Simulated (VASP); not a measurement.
Runs of VASP 6.6.1 on SiO2 (Stishovite). The structure is tetragonal, space group P4_2/mnm (No. 136). The conventional cell has a = 4.177 Å, b = 4.177 Å, c = 2.665 Å, α = 90.00°, β = 90.00°, γ = 90.00°. Around Si (site symmetry mmm) lie 6 O at 1.76 to 1.81 Å. Around O (site symmetry m2m) lie 3 Si at 1.76 to 1.81 Å. 

```tsv
task	cell	gap on the mesh (eV)	pressure (GPa)
relaxation of shape and atoms at fixed volume	atoms relaxed at fixed volume from: a relaxed cell with its volume scaled by 0.94	6.35	20.9
relaxation of cell and atoms	relaxed	5.34	0.0
relaxation of shape and atoms at fixed volume	atoms relaxed at fixed volume from: a relaxed cell with its volume scaled by 1.06	4.52	-14.2
relaxation of shape and atoms at fixed volume	atoms relaxed at fixed volume from: a relaxed cell with its volume scaled by 0.98	(b)	6.1
relaxation of shape and atoms at fixed volume	atoms relaxed at fixed volume from: a relaxed cell with its volume scaled by 1.02	(a)	-5.4
```

Alike in all rows: level PBEsol; potentials or basis VASP PAW PBE potentials, release 64 (Si, O); no spin polarisation; k mesh 8 × 8 × 10; cutoff (eV) 600; smearing gaussian 0.03 eV.

Problem. Fill in the values left out.

Solution. (a) 5.04; (b) 5.65.

Caveats: the PAW data sets were made with another functional, which shifts forces and pressure a little.

A k mesh can miss the band edges.
